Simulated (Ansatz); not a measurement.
**Bands of Ge**

```yaml
crystal:
  lattice:
    - [3.99759, 0.00000, 0.00000]
    - [-1.99879, 3.46201, 0.00000]
    - [0.00000, 0.00000, 6.59938]
  atoms:
    - { symbol: Ge, position: [0.66667, 0.33333, 0.06290] }
    - { symbol: Ge, position: [0.33333, 0.66667, 0.56290] }
    - { symbol: Ge, position: [0.66667, 0.33333, 0.43710] }
    - { symbol: Ge, position: [0.33333, 0.66667, 0.93710] }
```

Atom numbers follow the list: Ge1, Ge2, Ge3, Ge4.

The conventional cell has a = 3.998 Å, b = 3.998 Å, c = 6.599 Å, α = 90.00°, β = 90.00°, γ = 120.00°. Ge (atom 1) has 4 Ge at 2.45 to 2.47 Å as nearest neighbours.

Structure from Materials Project entry mp-1007760 (possibly hypothetical), not relaxed further.

All numbers below come from Ansatz 0.2.0, DFT, PBE, all-electron LAPW, scalar-relativistic.

Settings: a Γ-centred 11×11×6 k mesh, Fermi–Dirac smearing of 0.05 eV, basis error target 1 meV/atom, no spin polarisation.

Points in fractions of the reciprocal vectors of this cell: Γ (0, 0, 0), M (0.5, 0, 0), K (0.333, 0.333, 0), A (0, 0, 0.5), L (0.5, 0, 0.5), H (0.333, 0.333, 0.5). The path joins them by straight lines in the order Γ–M–K–Γ–A–L–H–A–L; legs that retrace an earlier one aren't tabulated. Energies are in eV from the Fermi level.

Problem. List the levels at M between -14 and 5 eV.

Solution. -10.83, -9.19, -8.66, -6.78, -4.61, -3.10, -2.84, -1.48, 0.51, 1.62, 3.53, 3.67, 4.28.

Problem. List the levels at Γ between -14 and 5 eV.

Solution. -12.81, -10.77, -7.64, -1.51 (×2), -0.20, -0.11, -0.04, 0.08 (×2), 2.23 (×2), 2.72, 4.51 (×2).

Problem. List the levels at H between -14 and 5 eV.

Solution. -9.71 (×2), -8.19 (×2), -4.31 (×2), -2.06 (×2), 1.22 (×2), 4.10 (×2).

Problem. What is the band gap?

Solution. None at this level of theory (metallic, semimetallic, or a small gap that the functional closes).
